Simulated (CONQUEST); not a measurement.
The system is HgTe (Coloradoite).

```
Hg Te
1.0
     4.54599    0.00000    0.00000
     0.00000    4.54599    0.00000
     0.00000    0.00000    6.42900
Hg Te
2 2
Direct
  0.00000 0.00000 0.00000
  0.50000 0.50000 0.50000
  0.00000 0.50000 0.25000
  0.50000 0.00000 0.75000
```

Base run:

* Program: CONQUEST 1.3
* Functional: PBE
* Potentials or basis: PseudoDojo NC PBE, SZ, grid cutoff 120 Ha
* k mesh: 6 × 6 × 4
* Occupations: fermi-dirac, width 0.05 eV
* Spin: no spin polarisation

Its results: band gap on the k mesh none (metal or under the smearing width); pressure 13.3 GPa.

Task: The run is repeated on the same cell with these changes: potentials or basis from PseudoDojo NC PBE, SZ, grid cutoff 120 Ha to PseudoDojo NC PBE, SZP, grid cutoff 120 Ha. What comes out?

Result: Band gap on the k mesh none (metal or under the smearing width); pressure 6.9 GPa.

Caveats: the atomic basis is small; the basis of atomic orbitals isn't converged, which shifts pressures, moduli and gaps.
